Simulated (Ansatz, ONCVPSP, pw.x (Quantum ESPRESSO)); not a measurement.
# What a changed setting does to a pw.x run (sc P)

Potential: optimised norm-conserving Vanderbilt (ONCV), ONCVPSP 4.0.1.1 (patched build), PBE; core [Ne], reference 3s2 3p3; waves: 3s: rc 1.45 bohr, ncon 4, nbas 7, qcut 4.8 1/bohr, 2 projectors, debl 1.4 Ha; 3p: rc 1.95 bohr, ncon 4, nbas 8, qcut 3.4 1/bohr, 2 projectors, debl 2.6 Ha; d scattering state at 0.11 Ha: rc 1.70 bohr, ncon 4, nbas 7, qcut 5.3 1/bohr, 2 projectors, debl 3.1 Ha; local part: polynomial inside 1.15 bohr (lpopt 5, dvloc0 3 Ha); core correction: Teter function, fcfact 1.75, rcfact 1.75.

The reference run (k-mesh 13³, cutoffs 50/200 Ry, Fermi–Dirac 0.01 Ry, mixing_beta 0.4, conv_thr 1e-9, no spin) gives -0.37 GPa at 14.621 Å³/atom, where all-electron LAPW gives 0.27 GPa. This run, with its own iteration cap, changes k-mesh points per axis to 8.

```
&control
  calculation='scf', prefix='x', pseudo_dir='./', outdir='./tmp', tstress=.true., disk_io='none'
/
&system
  ibrav=0, nat=1, ntyp=1, ecutwfc=50, ecutrho=200, nbnd=9,
  occupations='smearing', smearing='fd', degauss=0.01
/
&electrons
  conv_thr=1e-09, mixing_beta=0.4, electron_maxstep=50
/
ATOMIC_SPECIES
P 1.0 P.UPF
CELL_PARAMETERS angstrom
  2.44526365 0.00000000 0.00000000
  0.00000000 2.44526365 0.00000000
  0.00000000 0.00000000 2.44526365
ATOMIC_POSITIONS crystal
P 0.0000 0.0000 0.0000
K_POINTS automatic
8 8 8 0 0 0
```

```bash
pw.x < P.scf.in > P.scf.out
```

Task: How does the run end?

Result: It converges in 6 iterations; the free energy moves by +22.4 meV/atom and the pressure by -0.30 GPa.

```
Message from routine setup:
     using ibrav=0 with symmetry is DISCOURAGED, use correct ibrav instead
     lattice parameter (alat)  =       4.6209  a.u.
     unit-cell volume          =      98.6674 (a.u.)^3
     number of electrons       =         5.00
     number of Kohn-Sham states=            9
     kinetic-energy cutoff     =      50.0000  Ry
     charge density cutoff     =     200.0000  Ry
     scf convergence threshold =      1.0E-09
     Exchange-correlation= PBE
     number of k points=    35  Fermi-Dirac smearing, width (Ry)=  0.0100
     iteration #  1     ecut=    50.00 Ry     beta= 0.40
     total energy              =     -13.92133270 Ry
     estimated scf accuracy    <       0.00505005 Ry
     iteration #  2     ecut=    50.00 Ry     beta= 0.40
     total energy              =     -13.92147741 Ry
     estimated scf accuracy    <       0.00183738 Ry
     iteration #  3     ecut=    50.00 Ry     beta= 0.40
     total energy              =     -13.92149029 Ry
     estimated scf accuracy    <       0.00000043 Ry
     iteration #  4     ecut=    50.00 Ry     beta= 0.40
     total energy              =     -13.92149103 Ry
     estimated scf accuracy    <       0.00000017 Ry
     iteration #  5     ecut=    50.00 Ry     beta= 0.40
     total energy              =     -13.92149106 Ry
     estimated scf accuracy    <          2.7E-09 Ry
     iteration #  6     ecut=    50.00 Ry     beta= 0.40
     the Fermi energy is    10.9162 ev
!    total energy              =     -13.92149106 Ry
     estimated scf accuracy    <          5.5E-10 Ry
     smearing contrib. (-TS)   =      -0.00206573 Ry
     The total energy is F=E-TS. E is the sum of the following terms:
     one-electron contribution =       5.35850487 Ry
     hartree contribution      =       0.42113230 Ry
     xc contribution           =      -4.34864036 Ry
     ewald contribution        =     -15.35042215 Ry
     convergence has been achieved in   6 iterations
          total   stress  (Ry/bohr**3)                   (kbar)     P=       -6.71
     Message from routine punch:
     Nothing written, as per user request (disk_io='none')
```

The run took about 3.6 s on one core of a shared host (Neoverse-N1, 64 threads, 124 GiB, load 54).
